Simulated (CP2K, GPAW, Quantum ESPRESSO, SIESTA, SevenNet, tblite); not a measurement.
# Predicting plane-wave site energies from CP2K double zeta, PBE+D3(BJ): C in place of Si in Σ25 (430)[001] symmetric tilt boundary in Si with 11 % P, 4 of 8 solute atoms at the boundaries (76 atoms)

The cell holds 76 atoms: 68 Si and 8 P. Cell: a = 5.458 Å, b = 13.914 Å, c = 21.276 Å, α = 90.0°, β = 90.0°, γ = 101.3°. It derives from Si. Two grains of Si, mirror images, two boundaries a cell, the joint chosen and relaxed with the MACE-MP-0b2 potential; the cell scaled by Vegard's rule for 8 P among 76 atoms, 4 of them put at random on the 25 sites nearest the other grain and the rest on the 25 sites farthest from it; atoms relaxed with that potential at fixed cell. Lattice constants are starting values near those of PBE. Then the atoms were relaxed with SevenNet 0 in the fixed cell. Regions: lower grain, 41 atoms (35 Si and 6 P); upper grain, 35 atoms (33 Si and 2 P).

Calculated with Quantum ESPRESSO 7.5: PBE; plane waves, SSSP efficiency, 45/360 Ry; k-points Γ. The cheaper level is PBE+D3(BJ); DZVP-UZH, GTH-PBE potentials, 450 Ry; k-points Γ. Each row is one cell with C in place of Si, relaxed with SevenNet 0; both levels solve the same cells, and energies are counted from site Si42 at each level.

| energy from CP2K double zeta, PBE+D3(BJ) (eV) | energy from plane waves (eV) | site |
| --- | --- | --- |
| 0.000 | 0 | Si42 |
| 0.076 | 0.01964 | Si46 |
| 0.115 | ? | ? |
| 0.516 | 0.4438 | Si58 |
| 0.839 | 0.8871 | Si59 |

**Question.** Fit a straight line to the rows given and interpolate to the withheld row.

**Working.**

Take u as the energy from CP2K double zeta, PBE+D3(BJ) and v as that from plane waves.

| u (eV) | v (eV) |
| --- | --- |
| 0 | 0 |
| 0.0755170 | 0.0196370 |
| 0.515534 | 0.443829 |
| 0.839337 | 0.887069 |

With n = 4: mean u = 0.357597, mean v = 0.337634, Σ(u − ū)² = 0.46446, Σ(u − ū)(v − v̄) = 0.49189. Slope b = 0.49189 / 0.46446 = 1.0591; intercept a = v̄ − b ū = -0.041084.

At the withheld site u = 0.1153, and v = a + b u.

Prediction at 0.115: 0.08098 eV. The run gave 0.05397 eV, so the fit is high by 0.027 eV (50 % of the value).

The slope of 1.1 says that CP2K double zeta, PBE+D3(BJ) spreads the sites about as widely as plane waves do. Taken as it stands, without the line, its value misses the withheld site by 0.061 eV. Among the rows given, the largest miss of the fit is at 0.516, by 0.061 eV (6.9 % of the range of the table).

Limits: Few sites, one cell. The geometries are those of SevenNet 0, not of DFT.

[Hosts, paths, dates, database ids (printed as entryN), source tags and the programs' standing remarks are cut or masked in the printed files.]
